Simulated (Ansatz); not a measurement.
Relaxing Te

Theory: Ansatz, DFT PBE, scalar-relativistic, plane waves, PAW. Cutoff 420 eV, Γ-centred k mesh, Gaussian smearing, no spin polarisation in the final step.

The start puts Te on the hcp structure type (P6_3/mmc, No. 194), at a guessed volume.

```xyz
2
Lattice="3.7272 0.0000 0.0000 -1.8636 3.2278 0.0000 0.0000 0.0000 6.0494" Properties=species:S:1:pos:R:3 pbc="T T T"
Te    0.0000    2.1519    1.5123
Te    1.8636    1.0759    4.5370
```

Cell and atoms relax at zero pressure; the relaxation can't lower the symmetry of the start. After a coarse first stage the cell is made exact in the group found at 0.06 Å.

Energies count from the standard state of Te at the same level.

Problem. Describe the relaxed structure.

Solution. It keeps P6_3/mmc (No. 194), but not the shape of the type it started on. Conventional cell: a = 4.080 Å, c = 4.380 Å. Around Te lie 6 Te at 3.22 Å.

Space group P6_3/mmc (No. 194). a = 4.080 Å, b = 4.080 Å, c = 4.380 Å, α = 90.00°, β = 90.00°, γ = 120.00°
```csv
atom,site,symmetry,x,y,z
Te,2c,-6m2,0.3333,0.6667,0.2500
```

Problem. What are its volume, energy, density and gap?

Solution. The volume per atom is 31.56 Å³, the density is 6.71 g/cm³ and the energy over the standard structure is 0.18 eV/atom. The gap on the 12×12×10 mesh is 0 eV (a metal).

The final run used a 12×12×10 mesh on its 2-atom cell and 0.10 eV smearing. The k mesh leaves about 4 meV/atom of noise in metals. Spin–orbit coupling is left out. A structure relaxed within its symmetry needn't be a true minimum. The steps took roughly 60 core-seconds in all.